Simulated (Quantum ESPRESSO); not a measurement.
# TaN (Fm-3m) in Quantum ESPRESSO: further runs

One crystal, TaN, is run at these levels: PBE; tasks: phonons.

Program: Quantum ESPRESSO 7.5. These are calculated values, not measurements. Logs are shortened: lines on timing, memory, paths and dates and some standing lists are left out, and cuts for length are marked.

**1. Starting point**

The structure is cubic, space group Fm-3m (No. 225). Conventional cell: a = 4.423 Å, b = 4.423 Å, c = 4.423 Å, α = 90.00°, β = 90.00°, γ = 90.00°. Around Ta (site symmetry m-3m) lie 6 N at 2.21 Å. N (site symmetry m-3m) is surrounded by 6 Ta at 2.21 Å.

The cell comes from a database or a generator and needn't be the stable form of this composition.

**2. Phonons, PBE**

The input, pw.in:

```
&CONTROL
  calculation = 'scf'
  prefix = 'pwscf'
  outdir = './tmp'
  pseudo_dir = './pseudo'
  tprnfor = .true.
  tstress = .true.
  disk_io = 'low'
/
&SYSTEM
  ibrav = 0
  A = 3.12728298
  nat = 2
  ntyp = 2
  ecutwfc = 56
  ecutrho = 448
  nbnd = 15
  occupations = 'smearing'
  smearing = 'mv'
  degauss = 0.01469973
/
&ELECTRONS
  conv_thr = 4d-10
  electron_maxstep = 120
  mixing_beta = 0.5
/
ATOMIC_SPECIES
Ta   180.9479 ta_pbe_v1.uspp.F.UPF
N     14.0070 n_pbe_v1.2.uspp.F.UPF
CELL_PARAMETERS alat
   0.0000000000    0.7071067806    0.7071067806
   0.7071067806    0.0000000000    0.7071067806
   0.7071067806    0.7071067806    0.0000000000
ATOMIC_POSITIONS alat
Ta     0.7071067806    0.7071067806    0.7071067806
N      0.0000000000    0.0000000000    0.0000000000
K_POINTS automatic
10 10 10 0 0 0
```

The input, relax.in:

```
&CONTROL
  calculation = 'vc-relax'
  prefix = 'pwscf'
  outdir = './tmp'
  pseudo_dir = './pseudo'
  tprnfor = .true.
  tstress = .true.
  disk_io = 'low'
  nstep = 40
  forc_conv_thr = 0.0001
  etot_conv_thr = 1d-06
/
&SYSTEM
  ibrav = 0
  A = 3.12728298
  nat = 2
  ntyp = 2
  ecutwfc = 56
  ecutrho = 448
  nbnd = 15
  occupations = 'smearing'
  smearing = 'mv'
  degauss = 0.01469973
/
&ELECTRONS
  conv_thr = 4d-10
  electron_maxstep = 120
  mixing_beta = 0.5
/
&IONS
  ion_dynamics = 'bfgs'
/
&CELL
  cell_dynamics = 'bfgs'
  press = 0
  press_conv_thr = 0.2
/
ATOMIC_SPECIES
Ta   180.9479 ta_pbe_v1.uspp.F.UPF
N     14.0070 n_pbe_v1.2.uspp.F.UPF
CELL_PARAMETERS alat
   0.0000000000    0.7071067806    0.7071067806
   0.7071067806    0.0000000000    0.7071067806
   0.7071067806    0.7071067806    0.0000000000
ATOMIC_POSITIONS alat
Ta     0.7071067806    0.7071067806    0.7071067806
N      0.0000000000    0.0000000000    0.0000000000
K_POINTS automatic
10 10 10 0 0 0
```

The input, scf2.in:

```
&CONTROL
  calculation = 'scf'
  prefix = 'pwscf'
  outdir = './tmp'
  pseudo_dir = './pseudo'
  tprnfor = .true.
  tstress = .true.
  disk_io = 'low'
/
&SYSTEM
  ibrav = 0
  A = 3.12285115
  nat = 2
  ntyp = 2
  ecutwfc = 56
  ecutrho = 448
  nbnd = 15
  occupations = 'smearing'
  smearing = 'mv'
  degauss = 0.01469973
/
&ELECTRONS
  conv_thr = 1d-13
  electron_maxstep = 120
  mixing_beta = 0.5
  startingpot = 'file'
  startingwfc = 'file'
/
ATOMIC_SPECIES
Ta   180.9479 ta_pbe_v1.uspp.F.UPF
N     14.0070 n_pbe_v1.2.uspp.F.UPF
CELL_PARAMETERS alat
   0.0000000000    0.7071067804    0.7071067804
   0.7071067804    0.0000000000    0.7071067804
   0.7071067804    0.7071067804    0.0000000000
ATOMIC_POSITIONS alat
Ta     0.7071067804    0.7071067804    0.7071067804
N      0.0000000000    0.0000000000    0.0000000000
K_POINTS automatic
10 10 10 0 0 0
```

The input, ph.in:

```
phonons of TaN
&INPUTPH
  prefix = 'pwscf'
  outdir = './tmp'
  tr2_ph = 1d-18
  fildyn = 'dyn'
  niter_ph = 90
  alpha_mix(1) = 0.4
/
0.5303300859 0.5303300859 0.0000000000
```

Potentials or basis: GBRV 1.5 PBE.

On the command line:

```bash
$ OMP_NUM_THREADS=1 mpirun -n 4 pw.x -nk 4 -in pw.in > pw.out
$ OMP_NUM_THREADS=1 mpirun -n 4 pw.x -nk 4 -in relax.in > relax.out
$ OMP_NUM_THREADS=1 mpirun -n 4 pw.x -nk 4 -in scf2.in > scf2.out
$ OMP_NUM_THREADS=1 mpirun -n 4 ph.x -nk 4 -in ph.in > ph.out
```

pw.out:

```text
This program is part of the open-source Quantum ESPRESSO suite
     for quantum simulation of materials; please cite
[... 6 lines left out ...]
     using ibrav=0 with symmetry is DISCOURAGED, use correct ibrav instead

     K-points division:     npool     =       4
     Subspace diagonalization in iterative solution of the eigenvalue problem:
     a serial algorithm will be used

     G-vector sticks info
     --------------------
     sticks:   dense  smooth     PW     G-vecs:    dense   smooth      PW
     Sum        1069     547    163                23409     8363    1459

     Using Slab Decomposition

     bravais-lattice index     =            0
     lattice parameter (alat)  =       5.9097  a.u.
     unit-cell volume          =     145.9430 (a.u.)^3
     number of atoms/cell      =            2
     number of atomic types    =            2
     number of electrons       =        18.00
     number of Kohn-Sham states=           15
     kinetic-energy cutoff     =      56.0000  Ry
     charge density cutoff     =     448.0000  Ry
     scf convergence threshold =      4.0E-10
     mixing beta               =       0.5000
     number of iterations used =            8  plain     mixing
     Exchange-correlation= SLA  PW   PBE  PBE
                           (   1   4   3   4   0   0   0)

     celldm(1)=   5.909708  celldm(2)=   0.000000  celldm(3)=   0.000000
     celldm(4)=   0.000000  celldm(5)=   0.000000  celldm(6)=   0.000000

[... 8 lines left out ...]
               b(3) = (  0.707107  0.707107 -0.707107 )

     PseudoPot. # 1 for Ta read from file:
     ta_pbe_v1.uspp.F.UPF
     Pseudo is Ultrasoft + core correction, Zval = 13.0
     Generated by new atomic code, or converted to UPF format
     Using radial grid of  921 points,  7 beta functions with:
                l(1) =   0
                l(2) =   0
                l(3) =   1
                l(4) =   1
                l(5) =   2
                l(6) =   2
                l(7) =   3
     Q(r) pseudized with  6 coefficients,  rinner =    1.300   1.300   1.300
                                                       1.300   1.300   1.300
                                                       1.300

     PseudoPot. # 2 for N  read from file:
     n_pbe_v1.2.uspp.F.UPF
     Pseudo is Ultrasoft + core correction, Zval =  5.0
     Generated by new atomic code, or converted to UPF format
     Using radial grid of  729 points,  4 beta functions with:
                l(1) =   0
                l(2) =   0
                l(3) =   1
                l(4) =   1
     Q(r) pseudized with  8 coefficients,  rinner =    0.900   0.900   0.900

     atomic species   valence    mass     pseudopotential
     Ta               13.00   180.94790     Ta( 1.00)
     N                 5.00    14.00700     N ( 1.00)

     48 Sym. Ops., with inversion, found

   Cartesian axes

     site n.     atom                  positions (alat units)
         1        Ta     tau(   1) = (   0.7071068   0.7071068   0.7071068  )
         2        N      tau(   2) = (   0.0000000   0.0000000   0.0000000  )

     number of k points=    47  Marzari-Vanderbilt smearing, width (Ry)=  0.0147
                       cart. coord. in units 2pi/alat
        k(    1) = (   0.0000000   0.0000000   0.0000000), wk =   0.0020000
        k(    2) = (   0.0707107   0.0707107  -0.0707107), wk =   0.0160000
        k(    3) = (   0.1414214   0.1414214  -0.1414214), wk =   0.0160000
        k(    4) = (   0.2121320   0.2121320  -0.2121320), wk =   0.0160000
        k(    5) = (   0.2828427   0.2828427  -0.2828427), wk =   0.0160000
        k(    6) = (  -0.3535534  -0.3535534   0.3535534), wk =   0.0080000
[... 39 lines left out ...]
        k(   46) = (  -0.0707107  -0.3535534   0.6363961), wk =   0.0480000
        k(   47) = (  -0.7071068   0.2828427   0.0000000), wk =   0.0240000

     Dense  grid:    23409 G-vectors     FFT dimensions: (  40,  40,  40)

     Smooth grid:     8363 G-vectors     FFT dimensions: (  30,  30,  30)

     Initial potential from superposition of free atoms

     starting charge      17.9989, renormalised to      18.0000

     negative rho (up, down):  9.455E-02 0.000E+00
     Starting wfcs are   17 randomized atomic wfcs

     Self-consistent Calculation

     iteration #  1     ecut=    56.00 Ry     beta= 0.50
     Davidson diagonalization with overlap
     ethr =  1.00E-02,  avg # of iterations =  2.8

     negative rho (up, down):  9.693E-02 0.000E+00

     total energy              =    -161.96102068 Ry
     estimated scf accuracy    <       0.48916096 Ry

     iteration #  2     ecut=    56.00 Ry     beta= 0.50
     Davidson diagonalization with overlap
     ethr =  2.72E-03,  avg # of iterations =  2.1

     negative rho (up, down):  9.804E-02 0.000E+00

     total energy              =    -162.09973559 Ry
     estimated scf accuracy    <       0.26295265 Ry

     iteration #  3     ecut=    56.00 Ry     beta= 0.50
     Davidson diagonalization with overlap
     ethr =  1.46E-03,  avg # of iterations =  1.4

     negative rho (up, down):  1.011E-01 0.000E+00

     total energy              =    -162.14855048 Ry
     estimated scf accuracy    <       0.00273356 Ry

     iteration #  4     ecut=    56.00 Ry     beta= 0.50
     Davidson diagonalization with overlap
     ethr =  1.52E-05,  avg # of iterations =  2.5
[... 37 lines left out ...]
     negative rho (up, down):  1.002E-01 0.000E+00

     total energy              =    -162.14903861 Ry
     estimated scf accuracy    <       0.00000003 Ry

     iteration #  9     ecut=    56.00 Ry     beta= 0.50
     Davidson diagonalization with overlap
     ethr =  1.88E-10,  avg # of iterations =  2.0

     negative rho (up, down):  1.002E-01 0.000E+00

     total energy              =    -162.14903861 Ry
     estimated scf accuracy    <       0.00000001 Ry

     iteration # 10     ecut=    56.00 Ry     beta= 0.50
     Davidson diagonalization with overlap
     ethr =  6.11E-11,  avg # of iterations =  1.3

     negative rho (up, down):  1.002E-01 0.000E+00

     End of self-consistent calculation

          k = 0.0000 0.0000 0.0000 (  1037 PWs)   bands (ev):

   -48.2656 -14.4885 -14.4885 -14.4885   2.6074  17.5166  17.5166  17.5166
    19.2523  19.2523  19.2523  21.3750  21.3750  22.6992  30.4620

          k = 0.0707 0.0707-0.0707 (  1007 PWs)   bands (ev):

   -48.2606 -14.5701 -14.4960 -14.4960   2.8375  16.4298  16.7939  16.7939
    19.6018  19.6018  19.6624  22.2671  22.2671  23.4024  31.1732

          k = 0.1414 0.1414-0.1414 (  1007 PWs)   bands (ev):

   -48.2478 -14.7780 -14.5157 -14.5157   3.4666  14.6201  15.6306  15.6306
    20.1896  20.3983  20.3983  24.1124  24.1124  24.8584  32.8138

          k = 0.2121 0.2121-0.2121 (  1035 PWs)   bands (ev):

   -48.2319 -15.0244 -14.5399 -14.5399   4.3265  12.9031  14.6678  14.6678
    20.9899  21.5116  21.5116  26.0437  26.1282  26.1282  33.2874

          k = 0.2828 0.2828-0.2828 (  1038 PWs)   bands (ev):

   -48.2190 -15.2162 -14.5593 -14.5593   5.1484  11.5947  14.0577  14.0577
    22.2115  22.6409  22.6409  25.9106  27.8639  27.8639  32.6884

          k =-0.3536-0.3536 0.3536 (  1056 PWs)   bands (ev):

   -48.2141 -15.2877 -14.5666 -14.5666   5.5190  11.0685  13.8501  13.8501
    23.1657  23.1657  23.2524  25.0264  28.6729  28.6729  32.6867

          k = 0.1414-0.0000 0.0000 (  1006 PWs)   bands (ev):
[... 99 lines left out ...]
          k =-0.0000-0.4243 0.4243 (  1029 PWs)   bands (ev):

   -48.2052 -15.0569 -14.9046 -14.6146   4.8664  12.4622  14.3621  14.5528
    21.6354  22.5895  22.6479  24.8384  28.3820  30.4701  31.4718

          k = 0.5657-0.0000 0.0000 (  1034 PWs)   bands (ev):

   -48.2037 -15.1147 -14.7301 -14.7301   3.9475  14.0263  16.1865  16.5999
    16.5999  23.1490  24.5745  24.5745  25.2108  28.9498  30.8561

          k =-0.0707-0.6364 0.6364 (  1031 PWs)   bands (ev):

   -48.1988 -15.1394 -14.7820 -14.7376   3.9874  14.4397  15.3443  16.3154
    17.3235  23.9029  24.5314  24.5837  25.8172  28.3092  30.4536

          k = 0.0000-0.5657 0.5657 (  1037 PWs)   bands (ev):

   -48.1978 -15.0934 -14.8820 -14.7116   4.2478  14.2462  14.5806  15.5906
    18.4136  24.0407  24.1359  25.3799  25.9012  28.8641  31.0049

          k =-0.7071 0.0000 0.0000 (  1034 PWs)   bands (ev):

   -48.1972 -15.1692 -14.7553 -14.7553   3.8477  14.6886  15.9582  16.6984
    16.6984  23.3795  24.7678  24.7678  25.6866  27.9261  30.0523

          k = 0.2828 0.1414 0.0000 (  1024 PWs)   bands (ev):

   -48.2377 -14.8454 -14.6124 -14.5398   3.8221  13.5627  15.4337  15.8081
    19.0331  21.7268  22.1099  22.7172  24.6679  27.4342  34.0688

          k = 0.3536 0.2121-0.0707 (  1032 PWs)   bands (ev):

   -48.2238 -15.0137 -14.6709 -14.5647   4.4167  12.7465  14.6095  15.1393
    19.7037  22.3652  23.1715  23.9658  26.1782  28.5355  33.2128

          k =-0.2828-0.4243 0.5657 (  1041 PWs)   bands (ev):

   -48.2126 -15.1527 -14.7002 -14.5957   4.9273  12.1180  14.1734  14.5591
    20.6974  23.1061  23.3015  25.5618  27.3337  29.0075  31.8265

          k =-0.2121-0.3536 0.4950 (  1036 PWs)   bands (ev):

   -48.2082 -15.2057 -14.7075 -14.6105   5.1323  11.8684  14.1709  14.2178
    21.7866  22.3089  23.6344  26.4390  27.9261  28.8613  31.5231

          k = 0.4243 0.1414-0.0000 (  1036 PWs)   bands (ev):

   -48.2186 -15.0034 -14.6994 -14.6325   4.2279  13.0467  15.4342  15.4577
    18.3633  23.1888  23.4964  23.8292  25.2121  29.3719  32.9327

          k =-0.2121-0.4950 0.6364 (  1041 PWs)   bands (ev):

   -48.2083 -15.0854 -14.7687 -14.6613   4.5144  13.0159  14.6427  15.0796
    19.2040  23.4995  23.9563  24.6300  26.6353  29.5508  31.2927

          k =-0.1414-0.4243 0.5657 (  1037 PWs)   bands (ev):
[... 9 lines left out ...]
          k = 0.0000-0.2828 0.4243 (  1036 PWs)   bands (ev):

   -48.2126 -15.0589 -14.7918 -14.5973   4.7115  12.5272  14.3774  14.8019
    20.4563  23.0739  23.1035  24.1828  27.5901  29.3345  32.0508

          k =-0.1414-0.5657 0.7071 (  1037 PWs)   bands (ev):

   -48.2031 -15.1006 -14.7693 -14.7242   4.1609  13.8765  15.2741  15.5863
    18.0503  23.8345  24.1895  24.5267  25.9803  29.0330  30.9382

          k =-0.0707-0.4950 0.6364 (  1035 PWs)   bands (ev):

   -48.1988 -15.0827 -14.8604 -14.7305   4.3334  14.0300  14.6294  15.1652
    18.9950  23.2622  24.5666  25.0136  26.2326  29.3722  31.2211

          k =-0.0000-0.4243 0.5657 (  1036 PWs)   bands (ev):

   -48.1994 -14.9947 -14.9827 -14.6940   4.5925  13.3315  14.5337  14.7761
    20.2712  22.3129  24.2286  25.4351  26.6054  30.6103  32.1840

          k =-0.7071 0.1414 0.0000 (  1030 PWs)   bands (ev):

   -48.1972 -15.1307 -14.7958 -14.7632   4.0510  14.6295  15.2079  15.5862
    17.9905  24.0333  24.2034  24.7721  26.0054  28.4145  30.5991

          k =-0.1414-0.4243 0.7071 (  1043 PWs)   bands (ev):

   -48.2014 -15.0576 -14.8710 -14.7075   4.5566  13.3526  14.6316  14.7015
    20.1127  22.4378  24.3965  24.7854  26.9426  30.2575  31.5570

          k =-0.0707-0.3536 0.6364 (  1040 PWs)   bands (ev):

   -48.1987 -15.0203 -14.9283 -14.7339   4.5728  13.4935  14.5380  14.6724
    21.1435  21.2164  24.5747  25.4786  26.1147  31.0230  32.1014

          k =-0.7071 0.2828 0.0000 (  1042 PWs)   bands (ev):

   -48.1971 -15.0289 -14.9010 -14.7761   4.4159  14.1696  14.5558  14.6862
    20.0154  22.2120  24.7789  25.0458  25.8681  30.4609  32.0519

     the Fermi energy is    21.3278 ev

!    total energy              =    -162.14903861 Ry
     estimated scf accuracy    <          2.2E-10 Ry
     smearing contrib. (-TS)   =       0.00000529 Ry
     internal energy E=F+TS    =    -162.14904390 Ry

     The total energy is F=E-TS. E is the sum of the following terms:
     one-electron contribution =      -5.80092211 Ry
     hartree contribution      =      14.80261005 Ry
     xc contribution           =     -47.77442885 Ry
     ewald contribution        =    -123.37630299 Ry

     convergence has been achieved in  10 iterations

     negative rho (up, down):  1.002E-01 0.000E+00

     Forces acting on atoms (cartesian axes, Ry/au):

     atom    1 type  1   force =     0.00000000    0.00000000    0.00000000
     atom    2 type  2   force =    -0.00000000   -0.00000000    0.00000000

     Total force =     0.000000     Total SCF correction =     0.000000

     Computing stress (Cartesian axis) and pressure

     negative rho (up, down):  1.002E-01 0.000E+00
          total   stress  (Ry/bohr**3)                   (kbar)     P=      -13.92
  -0.00009466   0.00000000   0.00000000          -13.92        0.00        0.00
   0.00000000  -0.00009466   0.00000000            0.00      -13.92        0.00
   0.00000000   0.00000000  -0.00009466            0.00        0.00      -13.92

=------------------------------------------------------------------------------=
   JOB DONE.
=------------------------------------------------------------------------------=
```

Wall time 5.4 min (4 MPI ranks of Intel Xeon Platinum 8488C (Sapphire Rapids), shared host); peak memory 0.44 GiB.

What came out:

```yaml
Free_energy: -2206.1504 eV
Relaxed_volume: 10.77 Å³/atom
Relaxed_cell: a = 3.123 Å, b = 3.123 Å, c = 3.123 Å, α = 60.00°, β = 60.00°, γ = 60.00°
Space_group_after_relaxing_to_0.05_Å: Fm-3m (No. 225)
Pressure_after_relaxing: 0.0 GPa
Band_gap_on_the_k_mesh: none (metal or under the smearing width)
Highest_phonon_frequency_at_the_q_point_run: 527 cm⁻¹
Most_unstable_mode: 228i cm⁻¹
```

Step by step:
```tsv
step	energy change (eV)	largest force (eV/Å)	pressure (GPa)	volume (Å³)
1	0.0000	0.0000	-1.39	21.63
2	-0.0002	0.0000	0.96	21.47
3	-0.0004	0.0000	-0.01	21.54
4	-0.0004	0.0000	0.01	21.53
```

Final structure:
```cif
data_structure
_symmetry_space_group_name_H-M 'P 1'
_symmetry_Int_Tables_number 1
_cell_length_a 3.1229
_cell_length_b 3.1229
_cell_length_c 3.1229
_cell_angle_alpha 60.000
_cell_angle_beta 60.000
_cell_angle_gamma 60.000
_cell_volume 21.53
loop_
_atom_site_label
_atom_site_type_symbol
_atom_site_fract_x
_atom_site_fract_y
_atom_site_fract_z
_atom_site_occupancy
Ta1 Ta 0.50000 0.50000 0.50000 1
N1 N 0.00000 0.00000 0.00000 1
```

Levels at points of the mesh, in eV from the Fermi level:
| k point | band 6 | band 7 | band 8 | band 9 | band 10 | band 11 | band 12 | band 13 |
| --- | --- | --- | --- | --- | --- | --- | --- | --- |
| (0.00, 0.00, 0.00) | -3.82 | -3.82 | -3.82 | -2.09 | -2.09 | -2.09 | 0.05 | 0.05 |
| (0.00, 0.00, -0.50) | -10.29 | -7.51 | -7.51 | 1.85 | 1.85 | 1.94 | 3.71 | 7.39 |
| (0.00, -0.50, -0.50) | -6.65 | -5.40 | -4.64 | -4.64 | 2.07 | 3.46 | 3.46 | 4.40 |

Phonon frequencies in cm⁻¹ (negative: imaginary):
```tsv
q point	frequencies
(0.375, 0.375, 0.750)	-228 35 80 410 515 527
```

Phonon modes at q = (0.375, 0.375, 0.750) in reciprocal lattice units:
| mode | symmetry | cm⁻¹ |
| --- | --- | --- |
| 1 | B_2 | -228 |
| 2 | B_1 | 35 |
| 3 | A_1 | 80 |
| 4 | B_2 | 410 |
| 5 | A_1 | 515 |
| 6 | B_1 | 527 |

Caveat: some modes are imaginary; the q point doesn't lie on the k mesh, which can shift a metal's frequencies strongly unless the mesh is converged.

(Part 1 of 2 ends here.)
